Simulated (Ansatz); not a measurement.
A run of Ansatz 0.2.0 is set up as follows.

Contents of input.yaml:

```yaml
crystal:
  lattice:
    - [0.0, 2.702, 2.702]
    - [2.702, 0.0, 2.702]
    - [2.702, 2.702, 0.0]
  atoms:
    - { symbol: Zn, position: [0.75, 0.75, 0.75] }
    - { symbol: S, position: [0.0, 0.0, 0.0] }
kpoints:
  mp_grid: { grid: [9, 9, 9] }
scf:
  occupations: { method: gaussian, width: 0.024 }
hamiltonian:
  xc: pbe
  pseudopotentials: { kind: all_electron, lapw: { basis_error: 0.001 } }
output:
  forces: true
  stress: true
  eigenvalues: true
```

Potentials or basis: all-electron LAPW, scalar-relativistic.

Launch:

```console
$ ansatz run input.yaml --threads 1 --pin off --max-ram 3072MiB --backend cpu --events-out ev --progress --plain --runs-dir out
```

**Question.** What does it give for the pressure?

**Answer.** 1.6 GPa.

**Question.** Predict the band gap on the k mesh.

**Answer.** 2.11 eV, direct.

**The experiment to reproduce.**

“Electronic, vibrational, and thermodynamic properties of ZnS (zincblende and rocksalt structure)”, 2009, arxiv:0911.5022 quotes, for a bulk crystal of ZnS at 19 K: band gap 3.85 eV (direct).

Against the measured gap of ZnS, 3.85 eV (direct; 19 K; quoted in “Electronic, vibrational, and thermodynamic properties of ZnS (zincblende and rocksalt structure)”, 2009, arxiv:0911.5022), the calculated 2.11 eV is off by -1.74 eV. The value is that of PBE, without temperature or zero-point motion. Semilocal functionals fall short of measured gaps as a rule.
